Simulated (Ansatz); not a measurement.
**Volumes and bulk moduli along the 5d metals**

Computed with DFT, r2SCAN, plane waves (500 eV) with PAW, scalar-relativistic (Ansatz 0.2.0). (PAW data from PBE, frozen cores regenerated.)

Each structure is relaxed within its symmetry, in the lowest magnetic state of the tried starts. B₀ comes from uniform scaling at fixed shape; a dash is a value not given.

| element | structure | V (Å³/atom) | B₀ (GPa) | magnetic state |
| --- | --- | --- | --- | --- |
| Lu | hcp | 29.09 | 47 | spin not included |
| Hf | ? | ? | ? | ? |
| Ta | bcc | 18.08 | 202 | spin not included |
| W | bcc | 15.92 | 319 | spin not included |
| Re | hcp | 14.70 | 387 | spin not included |
| Os | hcp | 14.02 | 428 | spin not included |
| Ir | fcc | 14.21 | 377 | non-magnetic |
| Pt | fcc | 15.30 | 271 | spin not included |
| Au | fcc | 17.52 | 154 | spin not included |
| Hg | alpha-Hg (rhombohedral) | 26.32 | - | spin not included |

**Question.** Fill in the row of Hf.

**Answer.** structure: hcp; V (Å³/atom): 22.38; B₀ (GPa): 111; magnetic state: spin not included.
